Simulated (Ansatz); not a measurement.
Wires are cut from relaxed bulk BN (F-43m, 5.86 Å³/atom, gap on the mesh 4.30 eV); atoms and period are relaxed, and energies count from that bulk.

Method: DFT PBEsol, scalar-relativistic, plane waves, PAW in Ansatz.

Cutoff 420 eV, Gaussian smearing of 0.05 eV, energies at zero smearing, symmetry of each start kept, collinear spin where a moment is listed.

```tsv
start	atoms	k mesh	excess energy (eV per host atom)	line energy (eV/Å)	period (Å)	gap on the mesh (eV)	size of the moment (μB per cell)
[111] wire, 12 host atoms a period	12	1×1×6	1.556	2.866	6.516	0.24	0.00
[111] wire, 20 host atoms a period*	20	1×1×6	0.873	2.756	6.335	2.38	0.00
```

* ends far from its start.

Each run keeps its start's symmetry and one magnetic start, so lower states can exist.

Cost: 2 runs of about 44 core-minutes in all, on Arm Neoverse V2 (shared hosts).